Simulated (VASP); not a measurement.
Wanted: the native input for a VASP 6.6.1 run.

```
Task                   : band structure
Functional             : revTPSS
Potentials or basis    : VASP PAW PBE potentials, release 64 (Si)
Cutoff                 : 520 eV
k mesh                 : 8 × 8 × 8
Occupations            : fermi-dirac, width 0.05 eV
Spin                   : no spin polarisation
Further INCAR settings : ALGO = Normal; EDIFF = 1e-06; NBANDS = 11
```

The structure of Si lies in POSCAR:

```
Si
1.0
    0.0000000000      2.7218511865      2.7218511865
    2.7218511865      0.0000000000      2.7218511865
    2.7218511865      2.7218511865      0.0000000000
Si
2
Direct
    0.5000000000      0.5000000000      0.5000000000
    0.7500000000      0.7500000000      0.7500000000
```

These files were run (other wordings do the same):

INCAR

```
SYSTEM = Si
ALGO     = Normal         ! electronic algorithm
EDIFF    = 1E-6           ! SCF threshold, eV
ENCUT    = 520            ! plane-wave cutoff, eV
ISIF     = 2              ! what is computed and relaxed
ISMEAR   = -1             ! smearing method
LASPH    = .TRUE.         ! aspherical terms in the spheres
LCHARG   = .FALSE.        ! write CHGCAR
LMIXTAU  = .TRUE.       
LREAL    = .FALSE.        ! projectors in reciprocal space
LWAVE    = .FALSE.        ! write WAVECAR
METAGGA  = RTPSS          ! meta-GGA
NBANDS   = 11             ! bands
NELM     = 100            ! most SCF steps
PREC     = Accurate       ! precision mode
SIGMA    = 0.05           ! smearing width, eV
```

KPOINTS

```
k-points
0
G
  8 8 8
  0 0 0
```

KPOINTS_OPT

```
path GXWKGLUWLK,UX
20
line-mode
reciprocal
 0.0000000000  0.0000000000  0.0000000000  G
 0.5000000000  0.0000000000  0.5000000000  X

 0.5000000000  0.0000000000  0.5000000000  X
 0.5000000000  0.2500000000  0.7500000000  W

 0.5000000000  0.2500000000  0.7500000000  W
 0.3750000000  0.3750000000  0.7500000000  K

 0.3750000000  0.3750000000  0.7500000000  K
 0.0000000000  0.0000000000  0.0000000000  G

 0.0000000000  0.0000000000  0.0000000000  G
 0.5000000000  0.5000000000  0.5000000000  L

 0.5000000000  0.5000000000  0.5000000000  L
 0.6250000000  0.2500000000  0.6250000000  U

 0.6250000000  0.2500000000  0.6250000000  U
 0.5000000000  0.2500000000  0.7500000000  W

 0.5000000000  0.2500000000  0.7500000000  W
 0.5000000000  0.5000000000  0.5000000000  L

 0.5000000000  0.5000000000  0.5000000000  L
 0.3750000000  0.3750000000  0.7500000000  K

 0.6250000000  0.2500000000  0.6250000000  U
 0.5000000000  0.0000000000  0.5000000000  X
```

Potentials or basis: VASP PAW PBE potentials, release 64 (Si).

Command:

```sh
$ cat potpaw_PBE.64/Si/POTCAR > POTCAR
$ mpirun -np 1 vasp_std > vasp.out
```

Results of the run:

```yaml
Pressure: -0.3 GPa
Band_gap_on_the_k_mesh: 0.60 eV, indirect (least direct gap 2.67 eV)
Band_gap_along_the_path: 0.55 eV, indirect (least direct gap 2.67 eV)
```

Caveat: the PAW data sets were made with another functional, which shifts forces and pressure a little.

Wall time 2.6 min on 1 thread of Intel(R) Xeon(R) Platinum 8559C (Emerald Rapids) (shared host), peak memory 0.16 GiB.
